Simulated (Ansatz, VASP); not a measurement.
# GaP (GaP (110), 16 units): VASP beside Ansatz, part 2 of 2

One calculation is typed for both programs; each brings its own data sets. How far apart do they land? Of the first pair: The structure shown is the start of the Ansatz relaxation below; VASP solves that cell, so the two are compared at the walk's first step.

VASP 6.6.1 and Ansatz 0.2.0.

So far: The structure; Ansatz: relaxation, PBE; VASP: single point, PBE, start cell, pair 1.

### 4. Comparison

Known differences besides the potentials themselves: fixed occupations in Ansatz, narrow Gaussian smearing in VASP; the cutoff is 420 eV in Ansatz and 400 eV in VASP (PREC = Accurate, projectors in real space). Total energies have different zeros and are not compared.

Forces on 7 of the 32 atoms, those with the largest forces and the largest differences (eV/Å; atoms numbered as in POSCAR):

```
atom         Ansatz x, y, z           VASP x, y, z
 Ga1    0.000, 1.234, 1.310    0.000, 1.241, 1.313
Ga15  0.000, -0.321, -0.169  0.000, -0.326, -0.172
Ga16   0.000, 1.234, -1.310   0.000, 1.241, -1.313
 P17  0.000, -0.351, -1.486  0.000, -0.352, -1.493
 P18  0.000, -0.702, -0.525  0.000, -0.703, -0.525
 P31   0.000, -0.702, 0.525   0.000, -0.703, 0.525
 P32   0.000, -0.351, 1.486   0.000, -0.352, 1.493
```

The forces differ by 1.8 meV/Å r.m.s., which is 0.5 % of the r.m.s. force of 0.373 eV/Å (both taken over all components). Where the cell holds vacuum, a pressure given here is an average over it and none of the material.

### 5. Ansatz: relaxation, PBE

This run makes the geometry at which the two programs are then compared.

The structure compared here is the end of the Ansatz relaxation.

This is the run of step 2 again, met here at its other cell.

### 6. VASP: single point, PBE, relaxed atoms in a fixed cell, pair 2

The same cell, functional and mesh now go to VASP, with its own data sets.

INCAR

```
SYSTEM = GaP
PREC = Accurate
ENCUT = 400
EDIFF = 1E-06
NELM = 120
ISMEAR = 0
SIGMA = 0.01
LREAL = Auto
ALGO = Normal
GGA = PE
NBANDS = 168
LORBIT = 11
LWAVE = .FALSE.
LCHARG = .FALSE.
ISIF = 2
LDIPOL = .TRUE.
IDIPOL = 3
DIPOL = 0.5 0.5 0.5
LVHAR = .TRUE.
LASPH = .TRUE.
GGA_COMPAT = .FALSE.
EFERMI = MIDGAP
NELMDL = -8
KPAR = 4
```

POSCAR

```
GaP
1.0
    3.8537319600      0.0000000000      0.0000000000
    0.0000000000      5.4500000000      0.0000000000
    0.0000000000      0.0000000000     46.9029896810
Ga P
16 16
Direct
    0.5000000000      0.5628228993      0.1959234597
    0.0000000000      0.9892704794      0.2269485532
    0.5000000000      0.4936713554      0.2711084478
    0.0000000000      0.9922473806      0.3119561622
    0.5000000000      0.4934179465      0.3541310442
    0.0000000000      0.9930468331      0.3956353494
    0.5000000000      0.4931397815      0.4374683256
    0.0000000000      0.9930944964      0.4791105930
    0.5000000000      0.4930944964      0.5208894056
    0.0000000000      0.9931397815      0.5625316730
    0.5000000000      0.4930468331      0.6043646492
    0.0000000000      0.9934179465      0.6458689544
    0.5000000000      0.4922473806      0.6880438363
    0.0000000000      0.9936713554      0.7288915508
    0.5000000000      0.4892704794      0.7730514453
    0.0000000000      0.0628228993      0.8040765389
    0.0000000000      0.7738082330      0.1823679270
    0.5000000000      0.2424447909      0.2292224806
    0.0000000000      0.7474491587      0.2699647861
    0.5000000000      0.2445342656      0.3125249502
    0.0000000000      0.7454656134      0.3538699046
    0.5000000000      0.2451391949      0.3957717672
    0.0000000000      0.7452480898      0.4373858729
    0.5000000000      0.2451994813      0.4791700960
    0.0000000000      0.7451994814      0.5208299026
    0.5000000000      0.2452480898      0.5626141257
    0.0000000000      0.7451391949      0.6042282313
    0.5000000000      0.2454656135      0.6461300940
    0.0000000000      0.7445342656      0.6874750483
    0.5000000000      0.2474491587      0.7300352124
    0.0000000000      0.7424447908      0.7707775179
    0.5000000000      0.2738082330      0.8176320715
```

KPOINTS

```
Automatic mesh
0
Gamma
8 6 1
0 0 0
```

Potentials, in the order of the species: Ga_d and P (PBE family, release 64).

Launch:

```bash
mpirun -np 4 vasp_std
```

Numbers of over 12 decimals in the logs are rounded to 6 here.

What it wrote:

```text
[... set-up lines as in an earlier step ...]
 entering main loop
       N       E                     dE             d eps       ncg     rms          rms(c)
DAV:   1     0.307619583057E+04    0.30762E+04   -0.10591E+05  6896   0.188E+03
DAV:   2     0.456013202255E+03   -0.26202E+04   -0.25525E+04  7432   0.529E+02
DAV:   3    -0.844963273962E+02   -0.54051E+03   -0.50436E+03  7984   0.191E+02
DAV:   4    -0.145374226685E+03   -0.60878E+02   -0.60039E+02  8440   0.604E+01
[...]
DAV:  29    -0.144006158968E+03   -0.23746E-05   -0.68419E-08  4128   0.163E-03    0.201E-04
DAV:  30    -0.144006161526E+03   -0.25582E-05   -0.10223E-07  4248   0.116E-03    0.165E-04
DAV:  31    -0.144006161872E+03   -0.34613E-06   -0.33842E-08  3984   0.786E-04
   1 F= -.14400616E+03 E0= -.14400616E+03  d E =0.000000E+00
```

Parts of OUTCAR (step 6):

```text
  Total        5.0676279      4.1168351     -0.7790494      0.0000000      0.0000000      0.0000000
  in kB        8.2420788      6.6956928     -1.2670596      0.0000000      0.0000000      0.0000000
  external PRESSURE =       4.5569040 kB  Pullay stress =       0.0000000 kB

 POSITION                                       TOTAL-FORCE (eV/Angst)
 -----------------------------------------------------------------------------------
      1.92687      3.06738      9.18940         0.000000      0.004241     -0.002673
      0.00000      5.39152     10.64457         0.000000     -0.002978     -0.002646
      1.92687      2.69051     12.71580         0.000000      0.002653      0.000523
      0.00000      5.40775     14.63168         0.000000      0.001168     -0.000515
      1.92687      2.68913     16.60980         0.000000      0.001573      0.000075
      0.00000      5.41211     18.55648         0.000000      0.001344     -0.001397
      1.92687      2.68761     20.51857         0.000000      0.001066     -0.000402
      0.00000      5.41237     22.47172         0.000000      0.001385      0.000831
      1.92687      2.68737     24.43127         0.000000      0.001385     -0.000831
      0.00000      5.41261     26.38442         0.000000      0.001066      0.000402
      1.92687      2.68711     28.34651         0.000000      0.001344      0.001397
      0.00000      5.41413     30.29318         0.000000      0.001573     -0.000075
      1.92687      2.68275     32.27131         0.000000      0.001168      0.000515
      0.00000      5.41551     34.18719         0.000000      0.002653     -0.000523
[...]
-----------------------------------------------------------------------------------
    total drift:                                0.000000      0.007049      0.000747

  FREE ENERGIE OF THE ION-ELECTRON SYSTEM (eV)
  ---------------------------------------------------
  free  energy   TOTEN  =      -144.0061618724 eV

  energy  without entropy=     -144.0061618724  energy(sigma->0) =     -144.00616187

[... 2 parts as in an earlier step ...]

[... 1 further part left out ...]
[key lines of the parts left out:]
E-fermi :   1.8337
```

### 7. Side by side

Both answers:

```
              quantity  Ansatz   VASP  difference
gap on the k mesh (eV)   1.079  1.078      +0.001
```

The largest component of a force difference here is 7 meV/Å. A gap on the mesh is an upper bound, since the band edges may lie between its points. Where the cell holds vacuum, a pressure given here is an average over it and none of the material.

### 8. Summary of results

```yaml
r_m_s_force_difference_single_point_pbe_start_cell_pair_1: 0.49 % of the r.m.s. force
difference_in_gap_on_the_k_mesh_single_point_pbe_relaxed_atoms_in_a_fixed_cell_pair_2: 0.0010 eV
```

In words: The r.m.s. force difference is 0.49 % of the r.m.s. force (single point, PBE, start cell, pair 1), within the 3 % picked in this series as the mark of a large difference. How closely two codes agree says nothing of how well the functional describes the real material.

[Lines on the potential files, build, host, timing and source positions are cut from VASP's logs without a mark.]

[Logs are printed without paths, hosts, clocks, repeated set-up lines and the standing remarks that a program may print on its own settings, such as how far it seeks lower states.]

[Hosts, paths, dates, database ids (printed as entryN), source tags and the programs' standing remarks are cut or masked in the printed files.]
